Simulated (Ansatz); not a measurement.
**TaS2 under changes of volume**

One of the cells (18.984 Å³/atom); the others are scaled copies at fixed shape and fractional positions:

```
CELL_PARAMETERS angstrom
3.35000 0.00000 0.00000
-1.67500 2.90119 0.00000
0.00000 0.00000 5.86000
ATOMIC_POSITIONS crystal
Ta 0.00000 0.00000 0.00000
S 0.66667 0.33333 0.75000
S 0.33333 0.66667 0.25000
```

```yaml
Program: Ansatz 0.2.0
Functional: PBEsol
Dispersion: D4
Potentials_or_basis: Ansatz PAW
Cutoff: "420 eV (not typed: the program's choice for these potentials)"
k_mesh: 9 × 9 × 5
Occupations: fermi-dirac, width 0.05 eV
Spin: no spin polarisation
```

| volume (Å³/atom) | energy over the lowest point (meV/atom) | pressure (GPa) | largest force (eV/Å) |
| --- | --- | --- | --- |
| 17.845 | 58.83 | 13.3 | 2.159 |
| 18.225 | 32.08 | 9.4 | 1.744 |
| 18.605 | 13.90 | 6.0 | 1.359 |
| 18.984 | 3.46 | 2.9 | 1.000 |
| 19.364 | 0.00 | 0.1 | 0.665 |
| 19.744 | ? | ? | ? |
| 20.123 | 11.44 | -4.7 | 0.062 |

What does the run at 19.744 Å³/atom give?

Energy over the lowest point 2.86 meV/atom; pressure -2.4 GPa; largest force 0.353 eV/Å.

Worked out: A Birch-Murnaghan fit of order 3 (a polynomial in V^(-2/3)) to the other rows has its minimum at 19.38 Å³/atom with B0 = V·E''(V) = 136 GPa and B' = 4.1 at fixed shape and positions, which overstates the stiffness. It gives 2.87 meV/atom at 19.744 Å³/atom, against the run's 2.86, and -dE/dV = -2.5 GPa, against -2.4.

Energies are extrapolated to zero smearing.

Caveats: the PAW data sets come from PBE, with cores solved anew for the run's functional, which leaves a small shift of forces and pressure; forces of over 1 eV/Å show positions far from the minimum, so gaps and moduli don't describe the material at rest (some runs).
